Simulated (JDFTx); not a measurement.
Set up this calculation in JDFTx 1.7.0 (patched build), as the native input.

* Task: band structure
* Functional: PBE
* Potentials or basis: PseudoDojo-FR-PBE-0.4-standard
* Cutoff: 1143 eV
* Density cutoff: 9143 eV
* k mesh: 7 × 7 × 7
* Occupations: fermi-dirac, width 0.05 eV
* Spin: spin-orbit coupling, no magnetisation
* Band ratio of the Davidson solver: 1.3
* Bands: 37
* Density cutoff over wavefunction cutoff: 8
* Max SCF steps: 30
* SCF threshold on the energy: 1e-06 Ha
* Solver of the electrons: minimize
* Further solve for the empty bands: no
* Start: density of an earlier self-consistent run, held fixed
* Path: G-X-W-K-G-L-U-W-L-K-U-X

Crystal: HfO2.

```
CELL_PARAMETERS angstrom
0.00000 2.55750 2.55750
2.55750 0.00000 2.55750
2.55750 2.55750 0.00000
ATOMIC_POSITIONS crystal
Hf 0.00000 0.00000 0.00000
O 0.75000 0.75000 0.75000
O 0.25000 0.25000 0.25000
```

Measurements of this composition are mostly on another form, of space group No. 14.

One way to write it, as run:

bands.in

```
lattice \
    0.0000000000     4.8329745637     4.8329745637 \
    4.8329745637     0.0000000000     4.8329745637 \
    4.8329745637     4.8329745637     0.0000000000
coords-type Lattice
ion Hf     0.0000000000     0.0000000000     0.0000000000 1
ion O      0.7500000000     0.7500000000     0.7500000000 1
ion O      0.2500000000     0.2500000000     0.2500000000 1

ion-species pseudo/Hf.upf
ion-species pseudo/O.upf
elec-cutoff 42 336
elec-ex-corr gga-PBE
elec-smearing Fermi 0.0018374661
elec-n-bands 37
spintype spin-orbit
electronic-minimize nIterations 30 energyDiffThreshold 1e-06
davidson-band-ratio 1.3
forces-output-coords Cartesian
include path.kpoints
symmetries none
fix-electron-density run.$VAR

dump-name bands.$VAR
dump End Ecomponents EigStats BandEigs Kpoints Forces
```

path.kpoints

```
kpoint +0.0000000000 +0.0000000000 +0.0000000000 0.020000000000
kpoint +0.0714285714 +0.0000000000 +0.0714285714 0.020000000000
kpoint +0.1428571429 +0.0000000000 +0.1428571429 0.020000000000
kpoint +0.2142857143 +0.0000000000 +0.2142857143 0.020000000000
kpoint +0.2857142857 +0.0000000000 +0.2857142857 0.020000000000
kpoint +0.3571428571 +0.0000000000 +0.3571428571 0.020000000000
kpoint +0.4285714286 +0.0000000000 +0.4285714286 0.020000000000
kpoint +0.5000000000 +0.0000000000 +0.5000000000 0.020000000000
kpoint +0.5000000000 +0.0833333333 +0.5833333333 0.020000000000
kpoint +0.5000000000 +0.1666666667 +0.6666666667 0.020000000000
kpoint +0.5000000000 +0.2500000000 +0.7500000000 0.020000000000
kpoint +0.4375000000 +0.3125000000 +0.7500000000 0.020000000000
kpoint +0.3750000000 +0.3750000000 +0.7500000000 0.020000000000
kpoint +0.3281250000 +0.3281250000 +0.6562500000 0.020000000000
kpoint +0.2812500000 +0.2812500000 +0.5625000000 0.020000000000
kpoint +0.2343750000 +0.2343750000 +0.4687500000 0.020000000000
kpoint +0.1875000000 +0.1875000000 +0.3750000000 0.020000000000
kpoint +0.1406250000 +0.1406250000 +0.2812500000 0.020000000000
kpoint +0.0937500000 +0.0937500000 +0.1875000000 0.020000000000
kpoint +0.0468750000 +0.0468750000 +0.0937500000 0.020000000000
kpoint +0.0000000000 +0.0000000000 +0.0000000000 0.020000000000
kpoint +0.0833333333 +0.0833333333 +0.0833333333 0.020000000000
kpoint +0.1666666667 +0.1666666667 +0.1666666667 0.020000000000
kpoint +0.2500000000 +0.2500000000 +0.2500000000 0.020000000000
kpoint +0.3333333333 +0.3333333333 +0.3333333333 0.020000000000
kpoint +0.4166666667 +0.4166666667 +0.4166666667 0.020000000000
kpoint +0.5000000000 +0.5000000000 +0.5000000000 0.020000000000
kpoint +0.5250000000 +0.4500000000 +0.5250000000 0.020000000000
kpoint +0.5500000000 +0.4000000000 +0.5500000000 0.020000000000
kpoint +0.5750000000 +0.3500000000 +0.5750000000 0.020000000000
kpoint +0.6000000000 +0.3000000000 +0.6000000000 0.020000000000
kpoint +0.6250000000 +0.2500000000 +0.6250000000 0.020000000000
kpoint +0.5625000000 +0.2500000000 +0.6875000000 0.020000000000
kpoint +0.5000000000 +0.2500000000 +0.7500000000 0.020000000000
kpoint +0.5000000000 +0.2916666667 +0.7083333333 0.020000000000
kpoint +0.5000000000 +0.3333333333 +0.6666666667 0.020000000000
kpoint +0.5000000000 +0.3750000000 +0.6250000000 0.020000000000
kpoint +0.5000000000 +0.4166666667 +0.5833333333 0.020000000000
kpoint +0.5000000000 +0.4583333333 +0.5416666667 0.020000000000
kpoint +0.5000000000 +0.5000000000 +0.5000000000 0.020000000000
kpoint +0.4791666667 +0.4791666667 +0.5416666667 0.020000000000
kpoint +0.4583333333 +0.4583333333 +0.5833333333 0.020000000000
kpoint +0.4375000000 +0.4375000000 +0.6250000000 0.020000000000
kpoint +0.4166666667 +0.4166666667 +0.6666666667 0.020000000000
kpoint +0.3958333333 +0.3958333333 +0.7083333333 0.020000000000
kpoint +0.3750000000 +0.3750000000 +0.7500000000 0.020000000000
kpoint +0.6250000000 +0.2500000000 +0.6250000000 0.020000000000
kpoint +0.5833333333 +0.1666666667 +0.5833333333 0.020000000000
kpoint +0.5416666667 +0.0833333333 +0.5416666667 0.020000000000
kpoint +0.5000000000 +0.0000000000 +0.5000000000 0.020000000000
```

Potentials or basis: PseudoDojo-FR-PBE-0.4-standard.

Command:

```bash
$ jdftx -c 1 -i bands.in -o bands.out
```

It gave:

```yaml
Band_gap_along_the_path: 3.78 eV, direct
```

Run time: 74 s on 1 thread of Intel(R) Xeon(R) Platinum 8488C (Sapphire Rapids), on a shared host, peak memory 0.27 GiB.
